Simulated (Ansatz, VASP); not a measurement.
**BN: VASP beside Ansatz**

The input INCAR:

```
PREC = Accurate
ENCUT = 520
EDIFF = 1E-7
ISMEAR = 0
SIGMA = 0.05
LREAL = F
LASPH = T
NELM = 60
ALGO = Fast
ISIF = 2
LWAVE = F
LCHARG = F
LDIPOL = T
IDIPOL = 3
DIPOL = 0.5 0.5 0.364
GGA = PE
IVDW = 12
NBANDS = 16
```

KPOINTS

```
Automatic mesh
0
Gamma
  12 12 1
```

The input POSCAR:

```
BN
1.0
    2.5087622849      0.0000000000      0.0000000000
   -1.2543811425      2.1726518708      0.0000000000
    0.0000000000      0.0000000000     17.5000000000
B N
2 2
Direct
    0.0000000000      0.0000000000      0.2571428571
    0.0000000000      0.5000000000      0.4702857143
    0.6666666667      0.3333333333      0.2571428571
    0.6666666667      0.8333333333      0.4702857143
```

Input for Ansatz:

```yaml
crystal:
  lattice:
    - [2.5087622849, 0.0, 0.0]
    - [-1.2543811425, 2.1726518708, 0.0]
    - [0.0, 0.0, 17.5]
  atoms:
    - { symbol: B, position: [0.0, 0.0, 0.2571428571] }
    - { symbol: "N", position: [0.6666666667, 0.3333333333, 0.2571428571] }
    - { symbol: B, position: [0.0, 0.5, 0.4702857143] }
    - { symbol: "N", position: [0.6666666667, 0.8333333333, 0.4702857143] }
basis:
  ecutwfc: 420
kpoints:
  mp_grid: { grid: [12, 12, 1] }
hamiltonian:
  xc: pbe
  dispersion: d3bj
scf:
  occupations: { method: gaussian, width: 0.05 }
output:
  forces: true
  eigenvalues: true
efield:
  axis: 3
  dipole_correction: true
  ramp_width: 0.04
```

Alike in both runs: task single point; functional PBE; dispersion D3(BJ); k mesh 12 × 12 × 1; occupations gaussian, width 0.05 eV; no spin polarisation.

|  | VASP | Ansatz |
| --- | --- | --- |
| version | VASP 6.6.1 | Ansatz 0.2.0 |
| potentials or method | VASP PAW PBE potentials, release 64 (B, N) | scalar-relativistic, plane waves, PAW |
| plane-wave cutoff (eV) | 520 | 420 |
| valence electrons in the cell | 16 | 16 |

Ansatz gave:

```
gap on the k mesh at the Fermi level (eV) : 4.41
least direct gap on the mesh (eV)         : 4.53
rms of the force components (eV/Å)        : 0.014
```

Problem. Which values does VASP return?

Solution. gap on the k mesh at the Fermi level (eV): 4.40; least direct gap on the mesh (eV): 4.53; rms of the force components (eV/Å): 0.014.

The functional is the same, so the differences come from potentials, cutoffs and numerics.
